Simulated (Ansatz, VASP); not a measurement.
**Two plane-wave programs on RbBr**

```
Rb Br
1.0
     0.00000    3.26806    3.46083
     3.26806    0.00000    3.46083
     3.26806    3.26806    0.00000
Rb Br
1 1
Cartesian
  0.0000 0.0000 0.0000
  3.2681 3.2681 3.4608
```

Change from the starting cell: biaxial_xy strain -5.6%.

Alike in both runs: task single point; functional HSE06; k mesh 4 × 4 × 4; no spin polarisation.

```csv
,VASP,Ansatz
version,VASP 6.6.1,Ansatz 0.2.0
potentials or method,"VASP PAW PBE potentials, release 64 (Rb_sv, Br)","plane waves, PAW"
plane-wave cutoff (eV),520,420
occupations,"gaussian, width 0.01 eV",fixed
valence electrons in the cell,16,16
```

|  | VASP | Ansatz | Ansatz less VASP |
| --- | --- | --- | --- |
| gap on the k mesh at the Fermi level (eV) | 5.72 | 5.72 | +0.003 |
| pressure (GPa) | 2.7 | 2.6 | -0.02 |
| largest component of the traceless stress (GPa) | 1.78 | 1.76 | -0.015 |

Ansatz warned: «stress_exchange_threshold_loose».

Caveats: the PAW data sets were made with another functional, which shifts forces and pressure a little (VASP).
